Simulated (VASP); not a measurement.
A run of VASP 6.6.1 is set up as follows.

File POSCAR:

```
Tb
1.0
    0.0000000000      2.5199650902      2.5199650902
    2.5199650902      0.0000000000      2.5199650902
    2.5199650902      2.5199650902      0.0000000000
Tb
1
Direct
    0.0000000000      0.0000000000      0.0000000000
```

INCAR.step1

```
SYSTEM = Tb
PREC = Accurate ; ENCUT = 520
ISMEAR = -1 ; SIGMA = 0.08
LREAL = .FALSE. ; LASPH = .TRUE.
NELM = 150 ; ISPIN = 2
MAGMOM = 6 ; LMAXMIX = 6
NBANDS = 20 ; GGA = PE
ALGO = Normal ; EDIFF = 1E-4
LWAVE = .TRUE. ; LCHARG = .FALSE.
```

File INCAR.step2:

```
SYSTEM = Tb
PREC = Accurate ; ENCUT = 520
EDIFF = 1E-6 ; ISMEAR = -1
SIGMA = 0.08 ; LREAL = .FALSE.
LASPH = .TRUE. ; NELM = 150
ALGO = Normal ; ISIF = 2
LWAVE = .FALSE. ; LCHARG = .FALSE.
ISPIN = 2 ; MAGMOM = 6
LORBIT = 11 ; LMAXMIX = 6
METAGGA = R2SCAN ; LMIXTAU = .TRUE.
NBANDS = 20 ; ISTART = 1
```

The input KPOINTS:

```
Automatic mesh
0
G
  11 11 11
  0 0 0
```

Potentials or basis: VASP PAW PBE potentials, release 64 (Tb).

Command:

```sh
$ cat potpaw_PBE.64/Tb/POTCAR > POTCAR
$ cp INCAR.step1 INCAR
$ mpirun -np 1 vasp_std > vasp.out
$ cp INCAR.step2 INCAR
$ mpirun -np 1 vasp_std > vasp.out
```

Task: What does it give for the pressure?

Result: 1.3 GPa.

Task: What does it give for the net moment?

Result: 6.80 μB per cell.

Caveat: the magnetic or orbital state may not be the lowest; the PAW data sets were made with another functional, which shifts forces and pressure a little. The state reached can hang on the start; a lower one may exist.
